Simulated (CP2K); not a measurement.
# Al (P-1) in CP2K: a run that goes wrong, beside a sound one

Two runs on Al: the first has a flaw, the second is sound.

Program: CP2K 2026.2. These are calculated values, not measurements. Logs are shortened: lines on timing, memory, paths and dates and some standing lists are left out, and cuts for length are marked.

### 1 The cell of the first run

The typed cell holds 2 atoms: a = 4.492 Å, b = 4.492 Å, c = 2.723 Å, α = 90.00°, β = 90.00°, γ = 120.00°.

The cell was built by a generator and needn't be a form met in nature.

### 2 A run with an altered input

al_scf.inp reads:

```
&GLOBAL
  PROJECT al_scf
  RUN_TYPE ENERGY_FORCE
  PRINT_LEVEL LOW
&END GLOBAL
&FORCE_EVAL
  METHOD QS
  STRESS_TENSOR ANALYTICAL
  &DFT
    BASIS_SET_FILE_NAME BASIS_MOLOPT_UZH
    POTENTIAL_FILE_NAME POTENTIAL_UZH
    &MGRID
      CUTOFF 450
      REL_CUTOFF 60
      NGRIDS 5
    &END MGRID
    &QS
      METHOD GPW
      EPS_DEFAULT 1.0E-3
    &END QS
    &KPOINTS
      SCHEME MONKHORST-PACK 7 7 10
      GAMMA_CENTERED T
      SYMMETRY T
      SYMMETRY_BACKEND SPGLIB
    &END KPOINTS
    &SCF
      SCF_GUESS ATOMIC
      EPS_SCF 1.0E-6
      MAX_SCF 60
      ADDED_MOS 10
      CHOLESKY OFF
      EPS_EIGVAL 1.0E-7
      &DIAGONALIZATION ON
        ALGORITHM STANDARD
      &END DIAGONALIZATION
      &MIXING ON
        METHOD BROYDEN_MIXING
        ALPHA 0.4
        BETA 1.5
        NBUFFER 8
      &END MIXING
      &SMEAR ON
        METHOD FERMI_DIRAC
        ELECTRONIC_TEMPERATURE [K] 300.557
      &END SMEAR
    &END SCF
    &XC
      &XC_FUNCTIONAL
        &GGA_X_PBE
        &END GGA_X_PBE
        &GGA_C_PBE
        &END GGA_C_PBE
      &END XC_FUNCTIONAL
    &END XC
    &PRINT
      &KPOINTS ON
      &END KPOINTS
      &MULLIKEN ON
      &END MULLIKEN
      &MO ON
        ENERGIES T
        OCCUPATION_NUMBERS T
        &EACH
          QS_SCF 0
        &END EACH
        ADD_LAST NUMERIC
      &END MO
      &LOWDIN ON
      &END LOWDIN
      &HIRSHFELD ON
        SHAPE_FUNCTION DENSITY
      &END HIRSHFELD
    &END PRINT
  &END DFT
  &SUBSYS
    &CELL
      ABC 4.4916000000 4.4916002567 2.7226000000
      ALPHA_BETA_GAMMA 90.0000000000 90.0000000000 119.9999981098
      PERIODIC XYZ
    &END CELL
    &COORD
      Al  -0.0039660828 2.6250274053 -0.0093004016
      Al  2.2342655712 1.3077175299 0.0076559512
    &END COORD
    &KIND Al
      BASIS_SET TZVP-MOLOPT-PBE-GTH-q3
      POTENTIAL GTH-PBE-q3
    &END KIND
    &PRINT
      &ATOMIC_COORDINATES ON
      &END ATOMIC_COORDINATES
      &CELL ON
      &END CELL
      &SYMMETRY ON
      &END SYMMETRY
    &END PRINT
  &END SUBSYS
  &PRINT
    &FORCES ON
    &END FORCES
    &STRESS_TENSOR ON
    &END STRESS_TENSOR
  &END PRINT
&END FORCE_EVAL
```

Potentials or basis: POTENTIAL_UZH Al GTH-PBE-q3; TZVP-MOLOPT-PBE-GTH basis.

Run with:

```sh
$ OMP_NUM_THREADS=1 cp2k.psmp -i al_scf.inp -o al_scf.out
```

al_scf.out:

```text

 CP2K| version string:                                       CP2K version 2026.2
 CP2K| Input file name                                                al_scf.inp

 GLOBAL| Force Environment number                                              1
 GLOBAL| Basis set file name                                    BASIS_MOLOPT_UZH
 GLOBAL| Potential file name                                       POTENTIAL_UZH
 GLOBAL| MM Potential file name                                     MM_POTENTIAL
 GLOBAL| Coordinate file name                                      __STD_INPUT__
 GLOBAL| Method name                                                        CP2K
[... 487 lines left out ...]
 *******************************************************************************
 *   ___                                                                       *
 *  /   \                                                                      *
 * [ABORT]                                                                     *
 *  \___/                             CPASSERT failed                          *
 *    |                                                                        *
 *  O/|                                                                        *
 * /| |                                                                        *
 * / \                                           qs_scf_diagonalization.F:2276 *
 *******************************************************************************

 ===== Routine Calling Stack =====

            7 diag_kp_smat
            6 lowdin_population_analysis
            5 qs_scf_post_charges
            4 scf_post_calculation_gpw
            3 qs_energies
            2 qs_forces
            1 CP2K
```

Run time: 4.8 s. Hardware: 1 thread of Arm Neoverse V2, shared host; peak memory 0.24 GiB.

The program failed during the run. The input was made wrong on purpose: integral threshold far too loose (eps_default = 1.0E-3).

### 3 Single point, PBE (atoms moved at random, drawn with an rms of 0.02 Å)

al_scf.inp, as its differences from that of step 2:

```diff
@@ -18,3 +18,3 @@
       METHOD GPW
-      EPS_DEFAULT 1.0E-3
+      EPS_DEFAULT 1.0E-9
     &END QS
@@ -29,3 +29,3 @@
       EPS_SCF 1.0E-6
-      MAX_SCF 60
+      MAX_SCF 100
       ADDED_MOS 10
@@ -44,3 +44,3 @@
         METHOD FERMI_DIRAC
-        ELECTRONIC_TEMPERATURE [K] 300.557
+        ELECTRONIC_TEMPERATURE [K] 580.226
       &END SMEAR
@@ -73,2 +73,11 @@
       &END HIRSHFELD
+      &E_DENSITY_CUBE ON
+        STRIDE 1
+      &END E_DENSITY_CUBE
+      &V_HARTREE_CUBE ON
+        STRIDE 1
+      &END V_HARTREE_CUBE
+      &ELF_CUBE ON
+        STRIDE 1
+      &END ELF_CUBE
     &END PRINT
```

Potentials or basis: POTENTIAL_UZH Al GTH-PBE-q3; TZVP-MOLOPT-PBE-GTH basis.

Run with:

```sh
$ OMP_NUM_THREADS=1 cp2k.psmp -i al_scf.inp -o al_scf.out
```

Run time: 35 s. Hardware: 1 thread of Arm Neoverse V2, shared host; peak memory 0.27 GiB.

Results (log left out):

```yaml
Free_energy: -111.7553 eV
Pressure: 1.6 GPa
Largest_force: 0.149 eV/Å
Band_gap_on_the_k_mesh: none (metal or under the smearing width)
```

Forces in eV/Å, atoms in the order of the input:
```
Al  -0.048 -0.139 -0.025
Al   0.048  0.139  0.025
```

Stress tensor (GPa, compression positive):
```
 1.40 -0.19  0.00
-0.19  2.48  0.01
 0.00  0.01  1.05
```

Levels at points of the mesh, in eV from the Fermi level:
```csv
k point,band 1,band 2,band 3,band 4,band 5,band 6,band 7,band 8
"(0.00, 0.00, 0.00)",-8.98,-0.94,-0.84,-0.47,2.18,2.28,7.45,9.53
"(0.00, 0.00, 0.50)",-4.51,-3.70,2.40,2.51,2.79,5.75,5.85,6.44
```

Caveat: the basis of atomic orbitals isn't converged, which shifts pressures, moduli and gaps.
